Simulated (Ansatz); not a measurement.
MgS (Niningerite):

```
CELL_PARAMETERS angstrom
0.00000 2.60165 2.60165
2.60165 0.00000 2.60165
2.60165 2.60165 0.00000
ATOMIC_POSITIONS crystal
S 0.50000 0.50000 0.50000
Mg 0.00000 0.00000 0.00000
```

Base run:

```yaml
Program: Ansatz 0.2.0
Functional: r2SCAN
Potentials_or_basis: Ansatz PAW
Cutoff: 500 eV
Density_cutoff: 2000 eV
k_mesh: 5 × 5 × 5
Occupations: fermi-dirac, width 0.05 eV
Spin: no spin polarisation
```

Its results: band gap on the k mesh 3.87 eV, indirect (least direct gap 4.64 eV); pressure 0.1 GPa.

Question: After a change of settings the same cell gave: band gap on the k mesh 2.97 eV, indirect (least direct gap 3.48 eV); pressure -3.2 GPa. Which change was it?
A. functional from r2SCAN to revPBE; cutoff from 500 eV to 420 eV; density cutoff from 2000 eV to 1680 eV; k mesh from 5 × 5 × 5 to 9 × 9 × 9
B. functional from r2SCAN to PBEsol; cutoff from 500 eV to 420 eV; density cutoff from 2000 eV to 1680 eV
C. functional from r2SCAN to LDA; cutoff from 500 eV to 420 eV; density cutoff from 2000 eV to 1680 eV
D. k mesh from 5 × 5 × 5 to 8 × 8 × 8; occupations from fermi-dirac, width 0.05 eV to fixed; potential files from those of the base run to others of the same set

Answer: C.

r2SCAN gives the wider gap, since meta-GGAs in the generalised Kohn-Sham scheme recover part of the derivative discontinuity.

Caveats: odd divisions of the mesh miss points on the zone boundary, where band edges often lie, so the gap on the mesh can be too wide; the PAW data sets come from PBE, with cores solved anew for the run's functional, which leaves a small shift of forces and pressure; the density of states is complete only up to the lowest level of the last band computed.

Not every run made on this cell is shown here.
